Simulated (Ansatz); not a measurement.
Se started on a Si site in diamond Si, 128 atoms, charge +2

All numbers come from Ansatz (PAW, plane waves, no spin–orbit coupling) at the single k point (¼, ¼, ¼) without its symmetry partners. The atoms were relaxed with PBEsol in a fixed cell; other functionals are single points on those atoms unless said otherwise. The valence top and gap of the host come from its small cell on a dense mesh, with the band extrema sought between the mesh points, lined up by the mean potential, PBEsol gap 0.46 eV, HSE06 gap 1.13 eV. The charge correction uses an assumed dielectric constant of 11.7.

Relaxed structure:

```cif
data_structure
_symmetry_space_group_name_H-M 'P 1'
_symmetry_Int_Tables_number 1
_cell_length_a 15.3662
_cell_length_b 15.3662
_cell_length_c 15.3662
_cell_angle_alpha 60.000
_cell_angle_beta 60.000
_cell_angle_gamma 60.000
_cell_volume 2565.60
loop_
_atom_site_label
_atom_site_type_symbol
_atom_site_fract_x
_atom_site_fract_y
_atom_site_fract_z
_atom_site_occupancy
Si1 Si 0.99993 0.00005 0.99996 1
Si2 Si 0.49971 0.00028 0.00024 1
Si3 Si 0.00020 0.49981 0.00024 1
Si4 Si 0.00021 0.00031 0.49971 1
Si5 Si 0.24968 0.24979 0.24973 1
Si6 Si 0.49947 0.49957 0.00063 1
Si7 Si 0.49946 0.00071 0.49950 1
Si8 Si 0.75051 0.24928 0.24927 1
Si9 Si 0.00062 0.49959 0.49948 1
Si10 Si 0.24922 0.75060 0.24924 1
Si11 Si 0.24919 0.24929 0.75058 1
Si12 Si 0.75077 0.75084 0.24928 1
Si13 Si 0.75075 0.24935 0.75079 1
Si14 Si 0.24928 0.75085 0.75076 1
Si15 Si 0.75012 0.75018 0.75015 1
Si16 Si 0.06241 0.06248 0.06246 1
Si17 Si 0.56291 0.06239 0.06237 1
Si18 Si 0.06233 0.56294 0.06240 1
Si19 Si 0.06236 0.06235 0.56297 1
Si20 Si 0.31221 0.31234 0.31216 1
Si21 Si 0.56325 0.56334 0.06155 1
Si22 Si 0.56329 0.06157 0.56328 1
Si23 Si 0.81327 0.31164 0.31146 1
Si24 Si 0.06152 0.56330 0.56332 1
Si25 Si 0.31148 0.81342 0.31145 1
Si26 Si 0.31147 0.31165 0.81324 1
Si27 Si 0.56721 0.56721 0.56722 1
Si28 Si 0.81293 0.81303 0.31235 1
Si29 Si 0.81291 0.31253 0.81288 1
Si30 Si 0.31238 0.81306 0.81288 1
Si31 Si 0.81258 0.81275 0.81258 1
Si32 Si 0.00001 0.00009 0.24967 1
Si33 Si 0.24957 0.24970 0.00059 1
Si34 Si 0.49949 0.00066 0.24964 1
Si35 Si 0.75003 0.24973 0.00004 1
Si36 Si 0.00056 0.49960 0.24967 1
Si37 Si 0.24959 0.75016 0.00004 1
Si38 Si 0.00002 0.00011 0.75013 1
Si39 Si 0.24936 0.24949 0.49930 1
Si40 Si 0.49795 0.49804 0.24985 1
Si41 Si 0.75022 0.75035 0.99999 1
Si42 Si 0.49940 0.00010 0.75037 1
Si43 Si 0.75292 0.24997 0.49851 1
Si44 Si 0.00001 0.49948 0.75041 1
Si45 Si 0.24982 0.75306 0.49849 1
Si46 Si 0.49855 0.49864 0.75375 1
Si47 Si 0.75051 0.75065 0.49949 1
Si48 Si 0.06232 0.06242 0.31243 1
Si49 Si 0.31240 0.31240 0.06243 1
Si50 Si 0.56287 0.06221 0.31226 1
Si51 Si 0.81282 0.31231 0.06212 1
Si52 Si 0.06216 0.56296 0.31225 1
Si53 Si 0.31229 0.81287 0.06207 1
Si54 Si 0.06240 0.06251 0.81279 1
Si55 Si 0.31105 0.31108 0.56356 1
Si56 Si 0.56615 0.56622 0.30035 1
Si57 Si 0.81291 0.81290 0.06213 1
Si58 Si 0.56312 0.06166 0.81237 1
Si59 Si 0.81333 0.31156 0.56382 1
Si60 Si 0.06156 0.56325 0.81239 1
Si61 Si 0.31160 0.81330 0.56380 1
Si62 Si 0.56343 0.56351 0.81277 1
Si63 Si 0.81269 0.81270 0.56291 1
Si64 Si 0.00001 0.24969 0.00001 1
Si65 Si 0.24957 0.00076 0.24951 1
Si66 Si 0.49955 0.24965 0.00058 1
Si67 Si 0.75003 0.00020 0.24956 1
Si68 Si 0.00008 0.75010 0.00004 1
Si69 Si 0.00065 0.24961 0.49951 1
Si70 Si 0.24937 0.49948 0.24927 1
Si71 Si 0.49941 0.75043 0.00003 1
Si72 Si 0.24959 0.00023 0.74998 1
Si73 Si 0.49799 0.24989 0.49795 1
Si74 Si 0.75292 0.49867 0.24977 1
Si75 Si 0.75021 0.00017 0.75018 1
Si76 Si 0.00006 0.75039 0.49941 1
Si77 Si 0.24980 0.49870 0.75286 1
Si78 Si 0.49863 0.75374 0.49857 1
Si79 Si 0.75051 0.49967 0.75045 1
Si80 Si 0.06231 0.31252 0.06228 1
Si81 Si 0.31234 0.06249 0.31238 1
Si82 Si 0.56287 0.31235 0.06212 1
Si83 Si 0.81282 0.06212 0.31229 1
Si84 Si 0.06241 0.81287 0.06239 1
Si85 Si 0.06215 0.31235 0.56280 1
Si86 Si 0.31103 0.56358 0.31103 1
Si87 Si 0.56313 0.81242 0.06161 1
Si88 Si 0.31226 0.06213 0.81285 1
Si89 Si 0.56616 0.30042 0.56613 1
Si90 Si 0.81324 0.56386 0.31157 1
Si91 Si 0.81285 0.06221 0.81290 1
Si92 Si 0.06158 0.81245 0.56312 1
Si93 Si 0.31152 0.56388 0.81328 1
Si94 Si 0.56343 0.81285 0.56343 1
Si95 Si 0.81264 0.56295 0.81269 1
Si96 Si 0.24961 0.00005 0.00003 1
Si97 Si 0.75007 0.00007 0.00007 1
Si98 Si 0.00060 0.24968 0.24954 1
Si99 Si 0.24960 0.49955 0.00061 1
Si100 Si 0.24963 0.00062 0.49953 1
Si101 Si 0.49935 0.24941 0.24932 1
Si102 Si 0.75034 0.49944 0.00006 1
Si103 Si 0.75038 0.00007 0.49942 1
Si104 Si 0.00009 0.75013 0.24957 1
Si105 Si 0.00008 0.24970 0.74997 1
Si106 Si 0.24985 0.49800 0.49796 1
Si107 Si 0.49853 0.75299 0.24985 1
Si108 Si 0.49852 0.24990 0.75289 1
Si109 Si 0.75375 0.49860 0.49860 1
Si110 Si 0.99999 0.75035 0.75021 1
Si111 Si 0.49953 0.75058 0.75051 1
Si112 Si 0.31242 0.06244 0.06225 1
Si113 Si 0.81276 0.06254 0.06236 1
Si114 Si 0.06239 0.31245 0.31236 1
Si115 Si 0.31224 0.56298 0.06207 1
Si116 Si 0.31223 0.06228 0.56281 1
Si117 Si 0.56349 0.31110 0.31102 1
Si118 Si 0.81233 0.56326 0.06153 1
Si119 Si 0.81235 0.06173 0.56309 1
Si120 Si 0.06207 0.81289 0.31227 1
Si121 Si 0.06203 0.31235 0.81282 1
Si122 Si 0.30027 0.56630 0.56610 1
Si123 Si 0.56379 0.81334 0.31154 1
Si124 Si 0.56377 0.31161 0.81325 1
Si125 Si 0.81276 0.56357 0.56337 1
Si126 Si 0.06213 0.81294 0.81287 1
Si127 Si 0.56289 0.81272 0.81265 1
Se1 Se 0.50063 0.50070 0.50061 1
```

Chemical potentials μ are those of reference phases of the elements at zero temperature by the same functional (the usual solids, diamond for C, grey Sn, and the molecules H2, N2, O2, F2, Cl2, Br2 and S8).

```tsv
functional	E(defect) − E(host) − Σ nμ + q·E_VBM (eV)	monopole (eV)	alignment (eV)	formation energy at E_F = VBM (eV)	moment (μB)	wall time, shared host
PBEsol	0.24	0.52	0.06	0.82	0 (no spin)	12 s on NVIDIA GB300 (relaxation)
HSE06	-0.44	0.52	0.08	0.16	0 (no spin)	86 s on NVIDIA GB300
```

HSE06 one-electron levels near the gap (the ten most localised at most), from the host's valence top, not corrected for the charge's images:

```
level (eV)  spin  filling  atoms sharing it  element of the atom with most weight
     -0.12  both     2.00             120.8                                spread
     -0.12  both     2.00             120.8                                spread
      0.82  both     0.00              23.2                                    Si
      1.33  both     0.00             117.0                                spread
      1.33  both     0.00             117.0                                spread
      1.43  both     0.00              92.6                                spread
```

The runs had no spin polarisation though PBEsol leaves holes or close levels at the Fermi level; a state of higher spin may be lower.

One k point and a cell of this size can leave errors of several tenths of an eV in such numbers.

Selenium stays essentially on the lattice site, with its four silicon neighbours pushed outwards almost equally, so the Se–Si contacts are long and probably weak. This fits a double donor stripped of both extra electrons: Se²⁺ has as many valence electrons as silicon and needs no off-centre distortion to complete four bonds. The empty HSE06 level at 0.82 eV, high in the gap, is much more localised than the band states around it. It is best understood as the symmetric antibonding combination of Se s and neighbouring Si orbitals, weighted towards silicon because selenium is the more electronegative partner.

The formation energy falls from 0.82 eV in PBEsol to 0.16 eV in HSE06, possibly because the hybrid lowers the valence top, which counts twice for this charge. Both values apply to a Fermi level at the valence top, and the cost of the doubly charged donor rises towards n-type conditions. The empty level is not itself a donor ionisation energy, which would require the neutral and singly charged states.
